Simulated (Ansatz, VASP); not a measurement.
**Cl: VASP beside Ansatz**

```xyz
1
Lattice="2.6902 0.0000 0.0000 0.0000 2.6902 0.0000 0.0000 0.0000 2.6902" Properties=species:S:1:pos:R:3 pbc="T T T"
Cl    0.0000    0.0000    0.0000
```

Change from the starting cell: volume scaled by 0.9, PAW files.

Alike in both runs: task single point; functional PBEsol; k mesh 15 × 15 × 15; occupations fermi-dirac, width 0.08 eV; no spin polarisation.

|  | VASP | Ansatz |
| --- | --- | --- |
| version | VASP 6.6.1 | Ansatz 0.2.0 |
| potentials or method | VASP PAW PBE potentials, release 64 (Cl) | PAW with Ansatz's default frozen-core files, scalar-relativistic |
| plane-wave cutoff (eV) | 520 | 420 |
| valence electrons in the cell | 7 | 7 |

```csv
,VASP,Ansatz,Ansatz less VASP
pressure (GPa),6.1,6.2,+0.02
```

Caveats: the PAW data sets were made with another functional, which shifts forces and pressure a little (VASP); an odd number of electrons without spin polarisation forces a metal; a magnetic or distorted state may lie lower.
